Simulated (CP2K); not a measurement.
The system is BAs.

```
B As
1.0
     2.93437    0.00000    0.00000
     0.00000    2.93437    0.00000
     0.00000    0.00000    2.93437
B As
1 1
Direct
  0.50000 0.50000 0.50000
  0.00000 0.00000 0.00000
```

The cell was built by a generator and needn't be a form met in nature.

Base run:

```yaml
Program: CP2K 2026.2
Functional: OLYP
Potentials_or_basis: POTENTIAL_UZH B GTH-PBE-q3, As GTH-PBE-q5; TZVP-MOLOPT-PBE-GTH basis
Density_cutoff: 9184 eV
k_mesh: 9 × 9 × 9
Occupations: fermi-dirac, width 0.05 eV
Spin: no spin polarisation
```

Its results: band gap on the k mesh none (metal or under the smearing width); pressure -3.9 GPa.

Question: The run is repeated on the same cell with these changes: functional from OLYP to PBEsol. What comes out?

Answer: Band gap on the k mesh none (metal or under the smearing width); pressure -1.2 GPa.

Caveats: the potentials were made for another functional, which shifts forces and pressure; the basis of atomic orbitals isn't converged, which shifts pressures, moduli and gaps.
